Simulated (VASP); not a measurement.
Set up this calculation in VASP 6.6.1, as the native input.

- Task: single point
- Functional: PBE
- Potentials or basis: VASP PAW PBE potentials, release 64 (B, N)
- Cutoff: 520 eV
- k mesh: 12 × 12 × 12
- Occupations: fermi-dirac, width 0.02 eV
- Spin: no spin polarisation
- Dipole correction: no
- Further INCAR settings: ALGO = Fast; EDIFF = 1e-06; NBANDS = 11

The structure of BN lies in POSCAR:

```
BN
1.0
    0.0142284814      1.7458259350      1.7458259350
    1.7458259350      0.0142284814      1.7458259350
    1.7600544163      1.7600544163     -0.0000000001
B N
1 1
Direct
    0.0000000000      0.0000000000      0.0000000000
    0.5000000000      0.5000000000      0.5000000000
```

The cell was built by a generator and needn't be a form met in nature.

The cell isn't the ideal one: shear_xy strain +1.6%.

These files were run (other wordings do the same):

INCAR

```
PREC = Accurate
ENCUT = 520
EDIFF = 1E-6
ISMEAR = -1
SIGMA = 0.02
LREAL = False
LASPH = True
NELM = 100
ALGO = Fast
ISIF = 2
LWAVE = False
LCHARG = False
GGA = PE
NBANDS = 11
```

KPOINTS

```
Automatic mesh
0
Gamma
  12 12 12
```

Potentials or basis: VASP PAW PBE potentials, release 64 (B, N).

Run with:

```sh
$ cat potpaw_PBE.64/B/POTCAR potpaw_PBE.64/N/POTCAR > POTCAR
$ mpirun -np 1 vasp_std > vasp.out
```

Results of the run:

The pressure is 4.0 GPa. The band gap on the k mesh is 1.04 eV, indirect (least direct gap 5.71 eV).

It took 12 s on 1 thread of Intel(R) Xeon(R) 6975P-C (Granite Rapids), on a shared host, peak memory 0.14 GiB.
